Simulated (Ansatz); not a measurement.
System: rock-salt LiI. Method: PBE-D3(BJ) (PAW; Ansatz, a program for electronic structure).

Run with plane-wave cutoff 520 eV, 10×10×10 k mesh, Fermi–Dirac smearing 0.01 eV, scalar-relativistic PAW data made under PBE.

Energies at three volumes about the minimum:

```tsv
V (Å³/atom)	E − E_lowest (meV/atom)
24.631	0.81
25.133	0.00
25.636	0.72
```

### Question
Fit a parabola by hand: where is the minimum, what lattice constant follows, and what is the bulk modulus?

### Answer
Slopes: (0.00 − 0.81)/(25.133 − 24.631) = -1.614 and (0.72 − 0.00)/(25.636 − 25.133) = 1.431 meV/Å³. Curvature E″ = 2 × (1.431 − (-1.614))/(25.636 − 24.631) = 6.060 meV/Å⁶. From the middle of the first interval, the slope vanishes at V0 = 24.8820 − (-1.614)/6.060 = 25.148 Å³/atom. B = V0 E″ = 25.148 × 6.060 meV/Å³ × 0.1602 GPa per meV/Å³ = 24.4 GPa. With 8 atoms in the cube, a = (8 × 25.148)^(1/3) = 5.860 Å. The full Birch–Murnaghan fit to all volumes gives V0 = 25.139 Å³/atom and B0 = 24.5 GPa.

Measured, for comparison: bulk modulus 24 GPa (0 K, extrapolated to 0 K; as tabulated in Doll and Stoll (1998), arXiv:cond-mat/9801031). Computed (rounded) less measured: bulk modulus +2 %.
